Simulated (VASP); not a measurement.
W: equation of state with PBEsol

The system is W.

```
W
1.0
     0.00000    2.03000    2.03000
     2.03000    0.00000    2.03000
     2.03000    2.03000    0.00000
W
1
Direct
  0.00000 0.00000 0.00000
```

This isn't the form of W at room conditions, which is bcc.

```
Program             : VASP 6.6.1
Task                : equation of state
Functional          : PBEsol
Potentials or basis : VASP PAW PBE potentials, release 64 (W_sv)
Cutoff              : 520 eV
k mesh              : 11 × 11 × 11
Occupations         : fermi-dirac, width 0.05 eV
Spin                : no spin polarisation
```

```json
{"Equilibrium volume": "16.03 Å³/atom", "Bulk modulus": "315 GPa", "Pressure derivative of the bulk modulus": "4.5"}
```

Energy against volume, from the lowest point:
```csv
volume (Å³/atom),energy (meV/atom)
15.727,5.83
16.062,0.00
16.396,7.76
16.731,27.69
17.065,58.46
17.400,98.91
17.735,147.95
```

All runs of the series together: 110 s on 1 thread of Intel(R) Xeon(R) Platinum 8375C CPU @ 2.90GHz (Ice Lake), with other jobs on the host.

Caveat: the PAW data sets were made with another functional, which shifts forces and pressure a little. The run has no spin-orbit coupling, so splittings on W are missing.
